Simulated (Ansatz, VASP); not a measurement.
# InSe in two plane-wave programs

One calculation is typed for both programs; each brings its own data sets and cutoff. How far apart do they land?

Program: Ansatz 0.2.0. Level of theory: plane waves, with VASP 6.6.1 beside it; band structure at LDA, band structure at BLYP and band structure at PBEsol, spin-orbit coupling. Results are calculated unless marked as measured.

The database entry behind the starting cell differs from later determinations by our own check (c about 1.5 % long), so it need not match the best structure at ambient conditions.

## 1. Set-up

The structure is trigonal, space group R3m (No. 160). The conventional cell has a = 4.000 Å, b = 4.000 Å, c = 25.320 Å, α = 90.00°, β = 90.00°, γ = 120.00°. Nearest to In lie 3 Se at 2.64 Å and 1 In at 2.82 Å. In has 3 Se at 2.63 Å and 1 In at 2.82 Å nearest. Nearest to Se lie 3 In at 2.64 Å. Nearest to Se lie 3 In at 2.63 Å. Farther neighbours and most contacts between anions are not listed.

Coordinates:

```cif
data_structure
_symmetry_space_group_name_H-M 'R3m:H'
_symmetry_Int_Tables_number 160
_cell_length_a 4.0000
_cell_length_b 4.0000
_cell_length_c 25.3200
_cell_angle_alpha 90.000
_cell_angle_beta 90.000
_cell_angle_gamma 120.000
_cell_volume 350.84
loop_
_atom_site_label
_atom_site_type_symbol
_atom_site_symmetry_multiplicity
_atom_site_Wyckoff_symbol
_atom_site_fract_x
_atom_site_fract_y
_atom_site_fract_z
_atom_site_occupancy
In1 In 3 a 0.00000 0.00000 0.00000 1
In2 In 3 a 0.66667 0.33333 0.22193 1
Se1 Se 3 a 0.33333 0.66667 0.05017 1
Se2 Se 3 a 0.00000 0.00000 0.17190 1
```

## 2. VASP: band structure, LDA

The same path points are solved in both programs, so levels can be compared one by one.

Lines of VASP's logs that name or quote its potential files are left out, and so is its time.

Input file INCAR:

```
SYSTEM = InSe
PREC = Accurate
ENCUT = 400
EDIFF = 1E-06
NELM = 100
ISMEAR = 0
SIGMA = 0.02
LREAL = .FALSE.
ALGO = Normal
GGA = CA
NBANDS = 33
LORBIT = 11
LWAVE = .FALSE.
LCHARG = .FALSE.
KPAR = 8
```

Input file POSCAR:

```
InSe
1.0
    2.0000000000      1.1547005384      8.4400000000
   -2.0000000000      1.1547005384      8.4400000000
    0.0000000000     -2.3094010768      8.4400000000
In Se
2 2
Direct
    0.0000000000      0.0000000000      0.0000000000
    0.1114000000      0.1114000000      0.1114000000
    0.6165000000      0.6165000000      0.6165000000
    0.8281000000      0.8281000000      0.8281000000
```

Input file KPOINTS:

```
Automatic mesh
0
Gamma
4 4 4
0 0 0
```

Input file KPOINTS_OPT:

```
Line mode
16
Line-mode
Reciprocal
  0.00000000   0.00000000   0.00000000 GAMMA
  0.50000000   0.00000000   0.00000000 L

  0.50000000   0.00000000   0.00000000 L
  0.50000000   0.17914517  -0.17914517 B1

  0.82085483   0.50000000   0.17914517 B
  0.50000000   0.50000000   0.50000000 Z

  0.50000000   0.50000000   0.50000000 Z
  0.00000000   0.00000000   0.00000000 GAMMA

  0.00000000   0.00000000   0.00000000 GAMMA
  0.33957259   0.00000000  -0.33957259 X

  0.66042741   0.33957259   0.00000000 Q
  0.50000000   0.50000000   0.00000000 F

  0.50000000   0.50000000   0.00000000 F
  0.66042741   0.66042741   0.17914517 P1

  0.66042741   0.66042741   0.17914517 P1
  0.50000000   0.50000000   0.50000000 Z

  0.50000000   0.00000000   0.00000000 L
  0.82085483   0.33957259   0.33957259 P
```

The projector-augmented-wave data sets are In_d and Se (PBE family, release 64).

Command:

```sh
> mpirun -np 8 vasp_std
```

Numbers of over 12 decimals in the logs are rounded to 6 here.

What it wrote:

```text
[banner, memory and clock lines left out]
running    8 mpi-ranks, on    1 nodes
 distrk:  each k-point on    1 cores,    8 groups
 distr:  one band on    1 cores,    1 groups

 POSCAR found type information on POSCAR InSe
 POSCAR found :  2 types and       4 ions
|                                                                             |
|           W    W    AA    RRRRR   N    N  II  N    N   GGGG   !!!           |
|           W    W   A  A   R    R  NN   N  II  NN   N  G    G  !!!           |
|           W    W  A    A  R    R  N N  N  II  N N  N  G       !!!           |
|           W WW W  AAAAAA  RRRRR   N  N N  II  N  N N  G  GGG   !            |
|           WW  WW  A    A  R   R   N   NN  II  N   NN  G    G                |
|           W    W  A    A  R    R  N    N  II  N    N   GGGG   !!!           |
|                                                                             |
|     For optimal performance we recommend to set                             |
|       NCORE = 2 up to number-of-cores-per-socket                            |
|     NCORE specifies how many cores store one orbital (NPAR=cpu/NCORE).      |
|     This setting can greatly improve the performance of VASP for DFT.       |
|     The default, NCORE=1 might be grossly inefficient on modern             |
|     multi-core architectures or massively parallel machines. Do your        |
|     Unfortunately you need to use the default for GW and RPA                |
|     calculations (for HF NCORE is supported but not extensively tested      |
|     yet).                                                                   |
|                                                                             |

|                                                                             |
|               ----> ADVICE to this user running VASP <----                  |
|                                                                             |
|     You enforced a specific xc type in the INCAR file but a different       |
|     [... a line on the potential file left out ...]
|     I HOPE YOU KNOW WHAT YOU ARE DOING!                                     |
|                                                                             |

 LDA part: xc-table for (Slater(with rela. corr.)+CA(PZ))
 , standard interpolation
 POSCAR, INCAR and KPOINTS ok, starting setup
 FFT: planning ... GRIDC
 FFT: planning ... GRID_SOFT
 FFT: planning ... GRID
 WAVECAR not read
 entering main loop
       N       E                     dE             d eps       ncg     rms          rms(c)
DAV:   1     0.317625993265E+03    0.31763E+03   -0.14182E+04   866   0.105E+03
DAV:   2     0.204669821183E+02   -0.29716E+03   -0.28197E+03   882   0.306E+02
DAV:   3    -0.155877686788E+02   -0.36055E+02   -0.35467E+02  1046   0.117E+02
DAV:   4    -0.171664562520E+02   -0.15787E+01   -0.15746E+01  1036   0.257E+01
DAV:   5    -0.172423514481E+02   -0.75895E-01   -0.75883E-01  1340   0.523E+00    0.676E+00
DAV:   6    -0.167109843441E+02    0.53137E+00   -0.79835E-01  1251   0.148E+01    0.397E+00
DAV:   7    -0.166652190498E+02    0.45765E-01   -0.30564E-01  1196   0.393E+00    0.109E+00
DAV:   8    -0.166600757699E+02    0.51433E-02   -0.28872E-02  1323   0.154E+00    0.700E-01
DAV:   9    -0.166588729995E+02    0.12028E-02   -0.46769E-03  1115   0.410E-01    0.143E-01
DAV:  10    -0.166588924422E+02   -0.19443E-04   -0.25346E-04  1196   0.120E-01    0.751E-02
DAV:  11    -0.166589082730E+02   -0.15831E-04   -0.37247E-05  1140   0.517E-02    0.272E-02
DAV:  12    -0.166589052241E+02    0.30490E-05   -0.65157E-06  1171   0.241E-02    0.104E-02
DAV:  13    -0.166589054478E+02   -0.22371E-06   -0.17390E-06   801   0.744E-03
   1 F= -.16658905E+02 E0= -.16658905E+02  d E =-.495290E-14
 Start KPOINTS_OPT (optional k-point list driver)
k-point batch [1-13\144]
       N       E                     dE             ncg
DAV:   1     0.134673924335E+04   -0.36656E+04      866
DAV:   2    -0.254809998729E+04   -0.38948E+04      890
DAV:   3    -0.303835269204E+04   -0.49025E+03     1059
DAV:   4    -0.306002126429E+04   -0.21669E+02     1012
DAV:   5    -0.306101548698E+04   -0.99422E+00     1332
DAV:   6    -0.306102930121E+04   -0.13814E-01     1092
DAV:   7    -0.306102992563E+04   -0.62442E-03     1283
DAV:   8    -0.306102994083E+04   -0.15200E-04     1092
DAV:   9    -0.306102994120E+04   -0.37630E-06      707
[...]
k-point batch [144-144\144]
       N       E                     dE             ncg
DAV:   1     0.122804745435E+05   -0.92050E+03       66
DAV:   2     0.119945723697E+05   -0.28590E+03       74
DAV:   3     0.119582751714E+05   -0.36297E+02       83
DAV:   4     0.119566399350E+05   -0.16352E+01       76
DAV:   5     0.119565551941E+05   -0.84741E-01      116
DAV:   6     0.119565546154E+05   -0.57871E-03       76
DAV:   7     0.119565545826E+05   -0.32808E-04      100
DAV:   8     0.119565545818E+05   -0.79035E-06       68
```

OUTCAR, selected parts (step 2):

```text
ion  position               nearest neighbor table
   1  0.000  0.000  0.000-   3 2.64   3 2.64   3 2.64   2 2.82
   2  0.111  0.111  0.111-   4 2.63   4 2.63   4 2.63   1 2.82
   3  0.617  0.617  0.617-   1 2.64   1 2.64   1 2.64
   4  0.828  0.828  0.828-   2 2.63   2 2.63   2 2.63

  LATTYP: Found a trigonal (rhomboedric) cell.
 ALAT       =     8.7502533297
 COS(alpha) =     0.8955162542

 Subroutine GETGRP returns: Found  6 space group operations
 (whereof  6 operations were pure point group operations)

The static configuration has the point symmetry C_3v.

 Found     13 irreducible k-points:

   k-points           NKPTS =     13   k-points in BZ     NKDIM =     13   number of bands    NBANDS=     33

   dimension x,y,z NGX =    60 NGY =   60 NGZ =   60
   dimension x,y,z NGXF=   120 NGYF=  120 NGZF=  120

   ENCUT  =  400.0 eV  29.40 Ry    5.42 a.u.  14.27 14.27 14.27*2*pi/ulx,y,z

   NELECT =      38.0000    total number of electrons

 k-points in reciprocal lattice and weights: Automatic mesh
   0.00000000  0.00000000  0.00000000       0.016
   0.25000000 -0.00000000  0.00000000       0.094
   0.50000000 -0.00000000  0.00000000       0.047
   0.25000000  0.25000000  0.00000000       0.094
   0.50000000  0.25000000  0.00000000       0.188
  -0.25000000  0.25000000  0.00000000       0.094
   0.50000000  0.50000000  0.00000000       0.047
   0.25000000  0.25000000  0.25000000       0.031
   0.50000000  0.25000000  0.25000000       0.094
  -0.25000000  0.25000000  0.25000000       0.094
   0.50000000  0.50000000  0.25000000       0.094
  -0.25000000  0.50000000  0.25000000       0.094
   0.50000000  0.50000000  0.50000000       0.016

 average (electrostatic) potential at core
       1 -97.0431       2 -97.0431       3 -53.9911       4 -53.9902

 E-fermi :   3.9270

 k-point     1 :       0.0000    0.0000    0.0000
  band No.  band energies     occupation
    ...
     15       2.2397      2.00000
     16       2.5293      2.00000
     17       2.5293      2.00000
     18       2.6218      2.00000
     19       2.6218      2.00000
     20       5.3820      0.00000
     21       5.7364      0.00000
     22       8.1133      0.00000
     23       8.1133      0.00000
     24       8.8768      0.00000
    ...

 k-point     2 :       0.2500   -0.0000    0.0000
  band No.  band energies     occupation
    ...
     15       0.2903      2.00000
     16       1.7691      2.00000
     17       1.9259      2.00000
     18       2.0640      2.00000
     19       2.7954      2.00000
     20       5.7071      0.00000
     21       5.8980      0.00000
     22       7.7302      0.00000
     23       7.9399      0.00000
     24       8.5016      0.00000
    ...

 k-point     3 :       0.5000   -0.0000    0.0000
  band No.  band energies     occupation
    ...
     15       0.3203      2.00000
     16       1.4074      2.00000
     17       1.4743      2.00000
     18       1.5749      2.00000
     19       2.1236      2.00000
     20       4.9056      0.00000
     21       5.6614      0.00000
     22       7.3270      0.00000
     23       7.6899      0.00000
     24       8.5605      0.00000
    ...

  Total       -0.3520280     -0.3520280     -1.6229381     -0.0000000      0.0000000      0.0000000
  in kB       -4.8227498     -4.8227498    -22.2340964     -0.0000000      0.0000000      0.0000000
  external PRESSURE =     -10.6265320 kB  Pullay stress =       0.0000000 kB

  energy-cutoff  :      400.00
  volume of cell :      116.95
      direct lattice vectors                 reciprocal lattice vectors
     2.000000000  1.154700538  8.440000000     0.250000000  0.144337567  0.039494471
    -2.000000000  1.154700538  8.440000000    -0.250000000  0.144337567  0.039494471
     0.000000000 -2.309401077  8.440000000     0.000000000 -0.288675135  0.039494471

 POSITION                                       TOTAL-FORCE (eV/Angst)
 -----------------------------------------------------------------------------------
      0.00000      0.00000      0.00000         0.000000     -0.000000      0.239810
      0.00000      0.00000      2.82065         0.000000      0.000000     -0.255521
      0.00000      0.00000     15.60978         0.000000     -0.000000      0.026742
      0.00000      0.00000     20.96749         0.000000     -0.000000     -0.011031
 -----------------------------------------------------------------------------------
    total drift:                                0.000000     -0.000000     -0.000320

  FREE ENERGIE OF THE ION-ELECTRON SYSTEM (eV)
  ---------------------------------------------------
  free  energy   TOTEN  =       -16.6589054478 eV

  energy  without entropy=      -16.6589054478  energy(sigma->0) =      -16.65890545

 total charge
# of ion       s       p       d       tot
------------------------------------------
    1        0.865   0.681   9.890  11.436
    2        0.865   0.682   9.890  11.438
    3        1.478   2.325   0.023   3.826
    4        1.477   2.326   0.024   3.827
--------------------------------------------------
tot          4.686   6.014  19.827  30.527

[... 3 further parts left out ...]
```

The run ends at a pressure of -1.06 GPa, with forces up to 0.26 eV/Å.

## 3. Ansatz: band structure, LDA

Ansatz runs on its default PAW (the set named soft_2) files.

The same cell, functional (in two slightly different forms), mesh and smearing now go to Ansatz, which takes its cutoff from its data sets.

Input file input.yaml:

```yaml
crystal:
  lattice:
    - [2.0, 1.1547005384, 8.44]
    - [-2.0, 1.1547005384, 8.44]
    - [0.0, -2.3094010768, 8.44]
  atoms:
    - { symbol: In, position: [0.0, 0.0, 0.0] }
    - { symbol: In, position: [0.1114, 0.1114, 0.1114] }
    - { symbol: Se, position: [0.6165, 0.6165, 0.6165] }
    - { symbol: Se, position: [0.8281, 0.8281, 0.8281] }
hamiltonian:
  xc: lda
  pseudopotentials: { kind: paw }
kpoints:
  mp_grid: { grid: [4, 4, 4] }
  band_path:
    path:
      - [0.0, 0.0, 0.0]
      - [0.13333, 0.0, 0.0]
      - [0.3, 0.0, 0.0]
      - [0.46667, 0.0, 0.0]
      - [0.5, 0.03583, -0.03583]
      - [0.5, 0.09554, -0.09554]
      - [0.5, 0.15526, -0.15526]
      - [0.77807, 0.5, 0.22193]
      - [0.67112, 0.5, 0.32888]
      - [0.56417, 0.5, 0.43583]
      - [0.5, 0.5, 0.5]
      - [0.46667, 0.46667, 0.46667]
      - [0.3, 0.3, 0.3]
      - [0.13333, 0.13333, 0.13333]
      - [0.0, 0.0, 0.0]
      - [0.11319, 0.0, -0.11319]
      - [0.20374, 0.0, -0.20374]
      - [0.31693, 0.0, -0.31693]
      - [0.62834, 0.37166, 0.0]
      - [0.57487, 0.42513, 0.0]
      - [0.52139, 0.47861, 0.0]
      - [0.52139, 0.52139, 0.02389]
      - [0.57487, 0.57487, 0.0836]
      - [0.62834, 0.62834, 0.14332]
      - [0.64973, 0.64973, 0.20054]
      - [0.59626, 0.59626, 0.30749]
      - [0.54278, 0.54278, 0.41444]
      - [0.5, 0.0, 0.0]
      - [0.60695, 0.11319, 0.11319]
      - [0.7139, 0.22638, 0.22638]
      - [0.82085, 0.33957, 0.33957]
    npoints: 1
scf:
  occupations: { method: gaussian, width: 0.02 }
  n_extra_bands: 8
output:
  forces: true
  stress: true
  eigenvalues: true
```

Command:

```sh
> ansatz run input.yaml --threads 2 --pin off --max-ram 4608MiB --backend cpu --events-out ev --progress --plain --runs-dir out
```

What it wrote:

```text
basis.fft_grid_basis auto: the FFT boxes are laid along the combinations [[1, 0, -1], [0, 1, -1], [0, 0, 1]] of the cell's own vectors, 4.000, 4.000 and 8.750 Å long. The dense box has 27×27×60 points. Along the cell's own vectors, as sized, it would have 60×60×60, 4.94 times as many. Of the 6 symmetry operations that the crystal satisfies within crystal.symmetry.tolerance (time reversal apart; of a slab, those that  [...]
scf.n_extra_bands = 8 over 29 filled bands (N_el = 58.0): the run solves 37 bands
Engine: ansatz 0.2.0, aarch64-unknown-linux-gnu
Pseudopotentials: kind: paw
Pseudopotential: In, paw, valence charge 13, recommended cutoff 420 eV (normal), In.paw.azcp
Pseudopotential: Se, paw, valence charge 16, recommended cutoff 420 eV (normal), Se.paw.azcp
Functional definition: SPW92
  exchange = slater_x
  correlation = pw_c
Crystal: 4 atoms, lattice volume = 116.948 Å³
Basis set: ecut = 420 eV, 2309 PW (Γ), FFT grids on a1−a3, a2−a3, a3
Bands: 37, of which v1, the nominal top of the filled ones, is band 29 counted from 1 (28 counted from 0)
Symmetry: 6 space group operations
Space group: R3m (ITA 160), of the structure as read, at distance tolerance 4.9e-5 Å
k-points: 13 of 64 (time reversal used)
Non-local potential: In, projectors of the file, l = 0: 2, l = 1: 2, l = 2: 2, l = 3: 2
Non-local potential: Se, projectors of the file, l = 0: 2, l = 1: 2, l = 2: 3, l = 3: 1
PAW form: soft (Blöchl's): semilocal exchange-correlation on the pseudo side does not see the compensation charge
PAW frozen core: In, regenerated for the run's functional, and the local potential with it (the file was generated under x = pbe(κ = 0.804, μ = 0.219515), c = pbe(β = 0.066725))
PAW frozen core: Se, regenerated for the run's functional, and the local potential with it (the file was generated under x = pbe(κ = 0.804, μ = 0.219515), c = pbe(β = 0.066725))
PAW one-centre angular grid: In, 590 points (default); XC on 64 Gauss nodes
PAW one-centre angular grid: Se, 590 points (default); XC on 64 Gauss nodes
Initial density: superposition of atomic densities (neutral atoms: chi_scale 0, normalization atom), corrected by the library's trained network
Initial wavefunctions: pseudopotential atomic-orbital guess
Functional: x = slater, c = lda
SCF iter   1: F=—  HF=-21682.652522 eV  |F-HF|=—  |Δ(HF+E_count)|=         —  Δρ=6.47e-3  dr2=4.56e-2  ethr=1.77e-3  ⟨swp⟩=6.9  Hψ=2137  notcnv=0
preconditioner: auto → Resta (q_TF=auto, 2.427 Å⁻¹)  ε∞=3.1  [insulator: Δε(μ)=0.198 eV  Ē_g=14.597 eV  σ=0.020 eV  W_gap=1.00  n_scr=30 (ndim 8)  ℏωp=21.2 eV  f_vac=0.086  D(μ)=0.00/eV (n_scr^D=0)  ε∞_Penn≈3.1]
SCF iter   2: F=—  HF=-21682.640732 eV  |F-HF|=—  |Δ(HF+E_count)|=   1.18e-2  Δρ=2.66e-3  dr2=4.28e-3  ethr=7.86e-5  ⟨swp⟩=4.0  Hψ=925  notcnv=0  defer=32
SCF iter   3: F=—  HF=-21682.639823 eV  |F-HF|=—  |Δ(HF+E_count)|=   9.09e-4  Δρ=8.55e-4  dr2=7.07e-4  ethr=7.38e-6  ⟨swp⟩=2.0  Hψ=739  notcnv=0  defer=32
SCF iter   4: F=—  HF=-21682.639719 eV  |F-HF|=—  |Δ(HF+E_count)|=   1.04e-4  Δρ=2.49e-4  dr2=6.29e-5  ethr=1.22e-6  ⟨swp⟩=1.8  Hψ=480  notcnv=0  defer=32
SCF iter   5: F=—  HF=-21682.639720 eV  |F-HF|=—  |Δ(HF+E_count)|=   1.06e-6  Δρ=4.15e-5  dr2=2.05e-6  ethr=1.08e-7  ⟨swp⟩=2.2  Hψ=552  notcnv=0  defer=32
SCF iter   6: F=-21682.639721 eV  HF=-21682.639721 eV  |F-HF|=2.53e-9  |Δ(HF+E_count)|=   7.37e-7  Δρ=7.68e-6  dr2=9.99e-8  ethr=1.72e-10  ⟨swp⟩=8.1  Hψ=2340  notcnv=0
SCF 1 converged in 6 iterations: F = -21682.639721 eV  dr2 = 9.99e-8
  greatest PAW one-centre occupation: 1.000 electrons in one spin orbital (limit 2), on the Se atom at site 3 (counted from 0), in its partial waves of l = 2
NSCF: frozen V_eff on 31 k-points
SCF converged after 6 iterations
Free energy (F): -21682.639721 eV
Harris-Foulkes:  -21682.639721 eV  (|F-HF|=2.53e-9)
Internal energy: -21682.639721 eV  (E = F + TS)
E sigma→0 (E₀):  -21682.639721 eV
Fermi energy:    7.081362 eV
--- Per-component energies (eV) ---
  E_band       = -933.749840
  E_kinetic    = 725.536739
  E_local      = -7941.999040  (includes V_loc(G=0)·N_el)
  E_nonlocal   = -437.823448
  E_hartree    = 3649.616022
  E_xc         = -633.509327
  E_vxc        = -398.253085  (∫ρ·V_xc dr)
  E_paw        = -11685.259463  (= ΣΔE_a)
  E_vpaw       = -180.459518  (= ΣTr[D̂ρ^β])
  E_aug_tail   = -0.001186  (compensation charges beyond the density's cutoff)
  E_ewald      = -5364.203816
  E_core_change = 5.003797  (= ΣΔE_core)
  E_smearing   = -0.000000  (= −TS)
  E_closure    = 0.000000  (closes the sum)
  Σ components = -21682.639721   (vs F -21682.639721, Δ=0.00e0)
--- Forces (eV/Å), atoms counted from 1 ---
  atom   1  In     0.00000000    -0.00000000     0.20773522
  atom   2  In     0.00000000     0.00000000    -0.22327956
  atom   3  Se     0.00000000    -0.00000000     0.07122176
  atom   4  Se     0.00000000    -0.00000000    -0.05567911
  max |Σ_I F_I| component: 1.69e-6 eV/Å
--- Stress (GPa, compression-positive) ---
       -0.692233       0.000000      -0.000000
        0.000000      -0.692233       0.000000
       -0.000000       0.000000      -2.404365
  P = ⅓ Tr σ = -1.2629 GPa (-12.629 kbar)
--- Band table (eV; the first three rows and the last of 13) ---
  k-point 0: bands = [... 25 lower, 5.6891, 5.6891, 5.7819, 5.7819, 8.5324, 8.8862, 11.2803, 11.2803, ... 4 higher]
  k-point 1: bands = [... 25 lower, 4.9273, 5.0890, 5.2274, 5.9494, 8.8606, 9.0449, 10.8989, 11.0953, ... 4 higher]
  k-point 2: bands = [... 25 lower, 4.5632, 4.6394, 4.7408, 5.2771, 8.0634, 8.8100, 10.4909, 10.8560, ... 4 higher]
  k-point 12: bands = [... 25 lower, 5.6189, 5.8589, 5.8589, 6.9762, 7.1865, 8.9603, 11.1955, 11.1955, ... 4 higher]
```

It took 9.7 s on 2 threads of Arm Neoverse N1, shared host; peak memory 0.34 GiB.

The column dr2 measures how far the density is from self-consistency, as an energy; F and HF (Harris–Foulkes) agree once it is small.

(Continued in part 2 of 3.)

[Lines on the potential files, build, host, timing and source positions are cut from VASP's logs without a mark.]

[Logs are printed without paths, hosts, clocks, repeated set-up lines and the standing remarks that a program may print on its own settings, such as how far it seeks lower states.]

[Hosts, paths, dates, database ids (printed as entryN), source tags and the programs' standing remarks are cut or masked in the printed files.]
